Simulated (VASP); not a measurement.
# TePb (Fm-3m) in VASP: notebook

Runs on TePb. Level: PBEsol. Tasks: relaxation of cell and atoms.

Program: VASP 6.6.1. These are calculated values, not measurements. Logs are shortened: lines on timing, memory, paths and dates and some standing lists are left out, and cuts for length are marked.

### 1 The structure

The structure is cubic, space group Fm-3m (No. 225). Conventional cell: a = 6.462 Å, b = 6.462 Å, c = 6.462 Å, α = 90.00°, β = 90.00°, γ = 90.00°. Te (site symmetry m-3m) has 6 Pb at 3.23 Å as nearest neighbours. Pb (site symmetry m-3m) is surrounded by 6 Te at 3.23 Å.

### 2 Relaxation of cell and atoms, PBEsol

The input, INCAR:

```
ALGO     = Normal         # electronic algorithm
EDIFF    = 1E-6           # SCF threshold, eV
EDIFFG   = -0.01          # ionic threshold
ENCUT    = 600            # plane-wave cutoff, eV
GGA      = PS             # functional
IBRION   = 2              # ionic algorithm
ISIF     = 3              # what is computed and relaxed
ISMEAR   = 0              # smearing method
LASPH    = T              # aspherical terms in the spheres
LCHARG   = F              # write CHGCAR
LREAL    = F              # projectors in reciprocal space
LWAVE    = F              # write WAVECAR
NELM     = 80             # most SCF steps
NSW      = 90             # ionic steps
PREC     = Accurate       # precision mode
SIGMA    = 0.03           # smearing width, eV
```

The input, KPOINTS:

```
k-points
0
Gamma
  8 8 8
```

The input, POSCAR:

```
TePb
1.0
    0.0000000000      3.2310000000      3.2310000000
    3.2310000000      0.0000000000      3.2310000000
    3.2310000000      3.2310000000      0.0000000000
Te Pb
1 1
Direct
    0.5000000000      0.5000000000      0.5000000000
    0.0000000000      0.0000000000      0.0000000000
```

Potentials or basis: VASP PAW PBE potentials, release 64 (Te, Pb_d).

Run with:

```sh
> cat potpaw_PBE.64/Te/POTCAR potpaw_PBE.64/Pb_d/POTCAR > POTCAR
> mpirun -np 1 vasp_std > vasp.out
```

OUTCAR:

```text
EDIFF = 1E-6
   EDIFFG = -0.01
   ENCUT = 600
   GGA = PS
   IBRION = 2
   ISIF = 3
   ISMEAR = 0
   LASPH = T
   LREAL = F
   NELM = 80
   NSW = 90
   PREC = Accurate

 ion  position               nearest neighbor table
   1  0.500  0.500  0.500-   2 3.23   2 3.23   2 3.23   2 3.23   2 3.23   2 3.23
   2  0.000  0.000  0.000-   1 3.23   1 3.23   1 3.23   1 3.23   1 3.23   1 3.23

  LATTYP: Found a face centered cubic cell.
 ALAT       =     6.4620000000

  Lattice vectors:

 A1 = (   0.0000000000,   3.2310000000,   3.2310000000)
 A2 = (   3.2310000000,   0.0000000000,   3.2310000000)
 A3 = (   3.2310000000,   3.2310000000,   0.0000000000)

Analysis of symmetry for initial positions (statically):
=====================================================================
 Subroutine PRICEL returns:
 Original cell was already a primitive cell.

 Routine SETGRP: Setting up the symmetry group for a
 face centered cubic supercell.

 Subroutine GETGRP returns: Found 48 space group operations
 (whereof 48 operations were pure point group operations)
 out of a pool of 48 trial point group operations.

The static configuration has the point symmetry O_h .

Analysis of symmetry for dynamics (positions and initial velocities):
=====================================================================
 Subroutine PRICEL returns:
 Original cell was already a primitive cell.

 Routine SETGRP: Setting up the symmetry group for a
 face centered cubic supercell.

 Subroutine GETGRP returns: Found 48 space group operations
 (whereof 48 operations were pure point group operations)
 out of a pool of 48 trial point group operations.

The dynamic configuration has the point symmetry O_h .

 Subroutine INISYM returns: Found 48 space group operations
 (whereof 48 operations are pure point group operations),
 and found     1 'primitive' translations

----------------------------------------------------------------------------------------

                                     Primitive cell

  volume of cell :      67.4592

  direct lattice vectors                    reciprocal lattice vectors
     0.000000000  3.231000000  3.231000000    -0.154750851  0.154750851  0.154750851
     3.231000000  0.000000000  3.231000000     0.154750851 -0.154750851  0.154750851
     3.231000000  3.231000000  0.000000000     0.154750851  0.154750851 -0.154750851

  length of vectors
     4.569324020  4.569324020  4.569324020     0.268036337  0.268036337  0.268036337

  position of ions in fractional coordinates (direct lattice)
     0.500000000  0.500000000  0.500000000
     0.000000000  0.000000000  0.000000000

  ion indices of the primitive-cell ions
   primitive index   ion index
                 1           1
                 2           2

----------------------------------------------------------------------------------------

 KPOINTS: k-points

Automatic generation of k-mesh.
 Grid dimensions read from file:
 generate k-points for:    8    8    8

 Generating k-lattice:

  Cartesian coordinates                     Fractional coordinates (reciprocal lattice)
    -0.019343856  0.019343856  0.019343856     0.125000000  0.000000000  0.000000000
     0.019343856 -0.019343856  0.019343856     0.000000000  0.125000000  0.000000000
     0.019343856  0.019343856 -0.019343856     0.000000000  0.000000000  0.125000000

  Length of vectors
     0.033504542  0.033504542  0.033504542

  Shift w.r.t. Gamma in fractional coordinates (k-lattice)
     0.000000000  0.000000000  0.000000000

 Subroutine IBZKPT returns following result:
 ===========================================

 Found     29 irreducible k-points:

 Following reciprocal coordinates:
            Coordinates               Weight
  0.000000  0.000000  0.000000      1.000000
  0.125000  0.000000  0.000000      8.000000
  0.250000  0.000000  0.000000      8.000000
  0.375000  0.000000  0.000000      8.000000
  0.500000  0.000000  0.000000      4.000000
  0.125000  0.125000  0.000000      6.000000
[... 16 lines left out ...]
  0.500000  0.250000  0.125000     48.000000
 -0.375000  0.250000  0.125000     24.000000
 [... further k-points ...]
   k-points           NKPTS =     29   k-points in BZ     NKDIM =     29   number of bands    NBANDS=     14
   number of dos      NEDOS =    301   number of ions     NIONS =      2
   total plane-waves  NPLWV =  64000
   dimension x,y,z NGX =    40 NGY =   40 NGZ =   40
   dimension x,y,z NGXF=    80 NGYF=   80 NGZF=   80
   ions per type =               1   1
   NGX,Y,Z   is equivalent  to a cutoff of  14.55, 14.55, 14.55 a.u.
   NGXF,Y,Z  is equivalent  to a cutoff of  29.11, 29.11, 29.11 a.u.
 SYSTEM =  unknown system
   PREC   = accura    normal or accurate (medium, high low for compatibility)
   ISTART =      0    job   : 0-new  1-cont  2-samecut
   ICHARG =      2    charge: 1-file 2-atom 10-const
   ISPIN  =      1    spin polarized calculation?
   LNONCOLLINEAR =      F non collinear calculations
   LSORBIT =      F    spin-orbit coupling
   LASPH  =      T    aspherical Exc in radial PAW
   ENCUT  =  600.0 eV  44.10 Ry    6.64 a.u.   9.13  9.13  9.13*2*pi/ulx,y,z
   NELM   =     80;   NELMIN=  2; NELMDL= -5     # of ELM steps
   EDIFF  = 0.1E-05   stopping-criterion for ELM
   LREAL  =      F    real-space projection
   EDIFFG = -.1E-01   stopping-criterion for IOM
   NSW    =     90    number of steps for IOM
   IBRION =      2    ionic relax: 0-MD 1-quasi-New 2-CG
   NFREE  =      1    steps in history (QN), initial steepest desc. (CG)
   ISIF   =      3    stress and relaxation
   ISYM   =      2    0-nonsym 1-usesym 2-fastsym
   POTIM  = 0.5000    time-step for ionic-motion
   TEBEG  =    0.0;   TEEND  =   0.0 temperature during run
   PSTRESS=    0.0 pullay stress
   NELECT =      20.0000    total number of electrons
   NUPDOWN=      -1.0000    fix difference up-down
   EMIN   =  10.00;   EMAX   =-10.00  energy-range for DOS
   EFERMI =   0.00;   METHOD = LEGACY
   ISMEAR =     0;   SIGMA  =   0.03  broadening in eV -4-tet -1-fermi 0-gaus
   EFERMI_NEDOS =   21; number of points for ismear=-14 and -15
   IALGO  =     38    algorithm
   IMIX   =      4    mixing-type and parameters
     AMIX     =   0.40;   BMIX     =  1.00
     AMIX_MAG =   1.60;   BMIX_MAG =  1.00
  volume/ion in A,a.u.               =      33.73       227.62
  Fermi-wavevector in a.u.,A,eV,Ry     =   1.091619  2.062861 16.213147  1.191633
  Thomas-Fermi vector in A             =   2.227868
   LORBIT       =      0    0 simple, 1 ext, 2 COOP (PROOUT), +10 PAW based schemes
   GGA     = PS    functional components
   LHFCALC =     F    Hartree Fock is set to
   AEXX    =    0.0000 exact exchange contribution
   IVDW    =     0    specifies the selected vdW correction
   LEPSILON=     F    determine dielectric tensor
   LRPA    =     F    only Hartree local field effects (RPA)
 conjugate gradient relaxation of ions
 non-spin polarized calculation
 Gauss-broadening in eV      SIGMA  =   0.03
  energy-cutoff  :      600.00
  volume of cell :       67.46
 maximum number of plane-waves:      2272
 NGX is ok and might be reduce to    40
   NGX = 19   NGY = 19   NGZ = 19

--------------------------------------- Ionic step        1  -------------------------------------------

 number of electron      19.9999998 magnetization

 Free energy of the ion-electron system (eV)
  ---------------------------------------------------
  ext. energy  EPLUGINS =         0.00000000
  ---------------------------------------------------
  free energy    TOTEN  =        -8.25851127 eV

  energy without entropy =       -8.25851127  energy(sigma->0) =       -8.25851127

------------------------ aborting loop because EDIFF is reached ----------------------------------------

  FORCE on cell =-STRESS in cart. coord.  units (eV):
  Direction    XX          YY          ZZ          XY          YZ          ZX
  --------------------------------------------------------------------------------------
  -------------------------------------------------------------------------------------
  Total       -0.1639793     -0.1639793     -0.1639793      0.0000000      0.0000000     -0.0000000
  in kB       -3.8945639     -3.8945639     -3.8945639      0.0000000      0.0000000     -0.0000000
  external PRESSURE =      -3.8945639 kB  Pullay stress =       0.0000000 kB
[... 57 lines left out ...]
  energy  without entropy=       -8.2590991007  energy(sigma->0) =       -8.25909910

--------------------------------------- Ionic step        3  -------------------------------------------

 number of electron      19.9999998 magnetization

 Free energy of the ion-electron system (eV)
  ---------------------------------------------------
  ext. energy  EPLUGINS =         0.00000000
  ---------------------------------------------------
  free energy    TOTEN  =        -8.25920085 eV

  energy without entropy =       -8.25920085  energy(sigma->0) =       -8.25920085

 E-fermi :   5.7718     XC(G=0):  -9.5084

 val. band max:        5.5710570945   @ k =   0.5000   0.0000   0.0000
 cond. band min:       6.2214503994   @ k =   0.5000   0.0000   0.0000
 fundamental gap:      0.6503933049
 Fermi energy:         5.7718287958

 k-point     1 :       0.0000    0.0000    0.0000
  band No.  band energies     occupation
      1     -11.0729      2.00000
      2     -11.0729      2.00000
      3     -11.0613      2.00000
      4     -11.0613      2.00000
      5     -11.0613      2.00000
      6      -6.5346      2.00000
      7      -0.0230      2.00000
      8       4.2043      2.00000
      9       4.2043      2.00000
     10       4.2043      2.00000
     11       9.6369      0.00000
     12       9.6369      0.00000
     13       9.6369      0.00000
     14      11.3086      0.00000
[... 375 lines left out ...]
 k-point    24 :      -0.3750    0.2500    0.1250
  band No.  band energies     occupation
      1     -11.1040      2.00000
      2     -11.0812      2.00000
      3     -11.0550      2.00000
      4     -11.0489      2.00000
      5     -11.0402      2.00000
      6      -4.8725      2.00000
      7      -2.8113      2.00000
      8       2.7374      2.00000
      9       2.9515      2.00000
     10       5.1056      2.00000
     11       6.8493      0.00000
     12       9.1222      0.00000
     13       9.5986      0.00000
     14      12.3227      0.00000

 [... further k-points ...]

------------------------ aborting loop because EDIFF is reached ----------------------------------------

  FORCE on cell =-STRESS in cart. coord.  units (eV):
  Direction    XX          YY          ZZ          XY          YZ          ZX
  --------------------------------------------------------------------------------------
  -------------------------------------------------------------------------------------
  Total       -0.0024282     -0.0024282     -0.0024282      0.0000000      0.0000000      0.0000000
  in kB       -0.0581636     -0.0581636     -0.0581636      0.0000000      0.0000000      0.0000000
  external PRESSURE =      -0.0581636 kB  Pullay stress =       0.0000000 kB
[... 17 lines left out ...]
  FREE ENERGIE OF THE ION-ELECTRON SYSTEM (eV)
  ---------------------------------------------------
  free  energy   TOTEN  =        -8.2592008481 eV

  energy  without entropy=       -8.2592008481  energy(sigma->0) =       -8.25920085

 reached required accuracy - stopping structural energy minimisation
```

It took 71 s on 1 thread of Intel Xeon Platinum 8488C (Sapphire Rapids), shared host; peak memory 0.26 GiB.

What came out:

- Free energy: -8.2592 eV
- Relaxed volume: 33.44 Å³/atom
- Relaxed cell: a = 4.556 Å, b = 4.556 Å, c = 4.556 Å, α = 60.00°, β = 60.00°, γ = 60.00°
- Space group after relaxing (to 0.05 Å): Fm-3m (No. 225)
- Energy gained by relaxing: 0.3 meV/atom
- Ionic steps: 3
- Pressure after relaxing: 0.0 GPa
- Band gap on the k mesh: 0.65 eV, direct

Step by step:
| step | energy change (eV) | largest force (eV/Å) | pressure (GPa) | volume (Å³) |
| --- | --- | --- | --- | --- |
| 1 | 0.0000 | 0.0000 | -0.39 | 67.46 |
| 2 | -0.0006 | 0.0000 | 0.16 | 66.66 |
| 3 | -0.0007 | 0.0000 | -0.01 | 66.89 |

Final structure:
```
Te Pb
1.0
     0.00000    3.22185    3.22185
     3.22185    0.00000    3.22185
     3.22185    3.22185    0.00000
Te Pb
1 1
Direct
  0.50000 0.50000 0.50000
  0.00000 0.00000 0.00000
```

Caveat: the PAW data sets were made with another functional, which shifts forces and pressure a little; spin-orbit coupling is left out, which as a rule narrows the gap of such compounds by several tenths of an eV. A k mesh can miss the band edges.

### 3 Relaxation of cell and atoms, PBEsol

This run uses another cell than the first one, of 33.44 Å³/atom, 0.992 times its volume.

INCAR: that of step 2 with these lines changed.

```diff
@@ -1,4 +1,4 @@
 ALGO     = Normal         # electronic algorithm
-EDIFF    = 1E-6           # SCF threshold, eV
-EDIFFG   = -0.01          # ionic threshold
+EDIFF    = 1E-7           # SCF threshold, eV
+EDIFFG   = -0.005         # ionic threshold
 ENCUT    = 600            # plane-wave cutoff, eV
```

KPOINTS is that of step 2.

The input, POSCAR:

```
TePb                                    
1.0
    0.0000000000      3.2218515830      3.2218515830
    3.2218515830      0.0000000000      3.2218515830
    3.2218515830      3.2218515830     -0.0000000000
  Te              Pb            
     1     1
Direct
     0.5000000000000000    0.5000000000000000    0.5000000000000000
     0.0000000000000000    0.0000000000000000    0.0000000000000000
```

Potentials or basis: VASP PAW PBE potentials, release 64 (Te, Pb_d).

Run with:

```sh
> cat potpaw_PBE.64/Te/POTCAR potpaw_PBE.64/Pb_d/POTCAR > POTCAR
> mpirun -np 1 vasp_std > vasp.out
```

OUTCAR:

```text
EDIFF = 1E-7
   EDIFFG = -0.005
   ENCUT = 600
   GGA = PS
   IBRION = 2
   ISIF = 3
   ISMEAR = 0
   LASPH = T
   LREAL = F
   NELM = 80
   NSW = 90
   PREC = Accurate

 ion  position               nearest neighbor table
   1  0.500  0.500  0.500-   2 3.22   2 3.22   2 3.22   2 3.22   2 3.22   2 3.22
   2  0.000  0.000  0.000-   1 3.22   1 3.22   1 3.22   1 3.22   1 3.22   1 3.22

  LATTYP: Found a face centered cubic cell.
 ALAT       =     6.4437031660

  Lattice vectors:

 A1 = (   0.0000000000,   3.2218515830,   3.2218515830)
 A2 = (   3.2218515830,   0.0000000000,   3.2218515830)
 A3 = (   3.2218515830,   3.2218515830,   0.0000000000)

Analysis of symmetry for initial positions (statically):
=====================================================================
 Subroutine PRICEL returns:
 Original cell was already a primitive cell.

 Routine SETGRP: Setting up the symmetry group for a
 face centered cubic supercell.

 Subroutine GETGRP returns: Found 48 space group operations
 (whereof 48 operations were pure point group operations)
 out of a pool of 48 trial point group operations.

[... 180 lines left out ...]
      8       4.2044      2.00000
      9       4.2044      2.00000
     10       4.2044      2.00000
     11       9.6370      0.00000
     12       9.6370      0.00000
     13       9.6370      0.00000
     14      11.3087      0.00000
[... 377 lines left out ...]
      1     -11.1042      2.00000
      2     -11.0814      2.00000
      3     -11.0552      2.00000
      4     -11.0491      2.00000
      5     -11.0404      2.00000
      6      -4.8723      2.00000
      7      -2.8112      2.00000
      8       2.7375      2.00000
      9       2.9516      2.00000
     10       5.1057      2.00000
     11       6.8493      0.00000
     12       9.1223      0.00000
     13       9.5987      0.00000
     14      12.3228      0.00000

 [... further k-points ...]

------------------------ aborting loop because EDIFF is reached ----------------------------------------

  FORCE on cell =-STRESS in cart. coord.  units (eV):
  Direction    XX          YY          ZZ          XY          YZ          ZX
  --------------------------------------------------------------------------------------
  -------------------------------------------------------------------------------------
  Total       -0.0007393     -0.0007393     -0.0007393      0.0000000      0.0000000     -0.0000000
  in kB       -0.0177094     -0.0177094     -0.0177094      0.0000000      0.0000000     -0.0000000
  external PRESSURE =      -0.0177094 kB  Pullay stress =       0.0000000 kB

 VOLUME and BASIS-vectors are now :
 -----------------------------------------------------------------------------
  energy-cutoff  :      600.00
  volume of cell :       66.89
      direct lattice vectors                 reciprocal lattice vectors
     0.000000000  3.221851583  3.221851583    -0.155190265  0.155190265  0.155190265
     3.221851583  0.000000000  3.221851583     0.155190265 -0.155190265  0.155190265
     3.221851583  3.221851583  0.000000000     0.155190265  0.155190265 -0.155190265

 POSITION                                       TOTAL-FORCE (eV/Angst)
 -----------------------------------------------------------------------------------
      3.22185      3.22185      3.22185         0.000000      0.000000      0.000000
      0.00000      0.00000      0.00000        -0.000000      0.000000     -0.000000
 -----------------------------------------------------------------------------------
    total drift:                               -0.000000      0.000000      0.000000

  FREE ENERGIE OF THE ION-ELECTRON SYSTEM (eV)
  ---------------------------------------------------
  free  energy   TOTEN  =        -8.2591677670 eV

  energy  without entropy=       -8.2591677670  energy(sigma->0) =       -8.25916777

 reached required accuracy - stopping structural energy minimisation
```

CONTCAR:

```text
TePb
   1.00000000000000
     0.0000000000000000    3.2218515829999999    3.2218515829999999
     3.2218515829999999    0.0000000000000000    3.2218515829999999
     3.2218515829999999    3.2218515829999999    0.0000000000000000
  Te              Pb
     1     1
Direct
     0.5000000000000000    0.5000000000000000    0.5000000000000000
     0.0000000000000000    0.0000000000000000    0.0000000000000000

  0.00000000E+00  0.00000000E+00  0.00000000E+00
  0.00000000E+00  0.00000000E+00  0.00000000E+00
```

It took 30 s on 1 thread of Intel Xeon Platinum 8488C (Sapphire Rapids), shared host; peak memory 0.22 GiB.

Results:

- Free energy: -8.2592 eV
- Pressure after relaxing: 0.0 GPa
- Band gap on the k mesh: 0.65 eV, direct

Final structure:
```
Te Pb
1.0
     0.00000    3.22185    3.22185
     3.22185    0.00000    3.22185
     3.22185    3.22185    0.00000
Te Pb
1 1
Direct
  0.50000 0.50000 0.50000
  0.00000 0.00000 0.00000
```

Caveat: the relaxation stopped at its first step, so nothing moved; the PAW data sets were made with another functional, which shifts forces and pressure a little; spin-orbit coupling is left out, which as a rule narrows the gap of such compounds by several tenths of an eV.

[end of part 1 of 2]
